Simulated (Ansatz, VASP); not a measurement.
# One calculation of Zr, two programs

```
Zr
1.0
     3.16736    0.00000    0.00000
    -1.58368    2.74301    0.00000
     0.00000    0.00000    5.14700
Zr
2
Direct
  0.33333 0.66667 0.25000
  0.66667 0.33333 0.75000
```

Change from the starting cell: equal xx and yy strain of -2 %, PAW files.

Alike in both runs: task electric field gradients; functional PBEsol; k mesh 13 × 13 × 7; occupations fermi-dirac, width 0.08 eV; no spin polarisation.

|  | VASP | Ansatz |
| --- | --- | --- |
| version | VASP 6.6.1 | Ansatz 0.2.0 |
| potentials or method | VASP PAW PBE potentials, release 64 (Zr_sv) | PAW with Ansatz's default frozen-core files, scalar-relativistic |
| plane-wave cutoff (eV) | 520 | 420 |
| valence electrons in the cell | 24 | 24 |

VASP gave:

| Quantity | Value |
| --- | --- |
| pressure (GPa) | 0.5 |
| largest component of the traceless stress (GPa) | 0.52 |
| Vzz of the field gradient on the site that differs most (V/Å²) | 32.8 |

What did Ansatz give for the same quantities?

Pressure (GPa): 0.4; largest component of the traceless stress (GPa): 0.51; Vzz of the field gradient on the site that differs most (V/Å²): 33.7.

The functional is the same, so the differences come from potentials, cutoffs and numerics. Ansatz warned: «gradients_without_spin_orbit».

Caveats: the PAW data sets were made with another functional, which shifts forces and pressure a little (VASP).
